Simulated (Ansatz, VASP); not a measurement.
## FeO in VASP and in Ansatz

```
CELL_PARAMETERS angstrom
1.58442 0.91477 2.48305
-1.58442 0.91477 2.48305
0.00000 -1.82953 2.48305
ATOMIC_POSITIONS crystal
Fe 0.00000 0.00000 0.00000
O 0.50000 0.50000 0.50000
```

Alike in both runs: functional PBE; k mesh 12 × 12 × 12; occupations gaussian, width 0.02 eV; collinear spin; Hubbard terms Fe d U = 5.3 eV.

Ansatz relaxed the structure, and its values are those at the end. VASP's run is a single point on that final structure, the one shown.

|  | VASP | Ansatz |
| --- | --- | --- |
| version | VASP 6.6.1 | Ansatz 0.2.0 |
| potentials or method | VASP PAW PBE potentials, release 64 (Fe, O) | scalar-relativistic, plane waves, PAW |
| plane-wave cutoff (eV) | 520 | 420 |
| valence electrons in the cell | 14 | 22 |

VASP gave:

| Item | Value |
| --- | --- |
| pressure (GPa) | -9.4 |
| net moment per atom (μB) | 2.00 |
| size of the moment on the site where the two differ most (μB) | 3.85 |

Task: What did Ansatz give for the same quantities?

Result: Pressure (GPa): 0.0; net moment per atom (μB): 2.00; size of the moment on the site where the two differ most (μB): 3.54.

Site moments also hang on the region over which each program counts them. The programs project onto different local orbitals, so the same U acts differently. The two sets of potentials don't hold the same shells in valence.

Caveats: a cell with one magnetic atom can't hold antiferromagnetic order, which such compounds often take. The state reached can hang on the start; a lower one may exist.
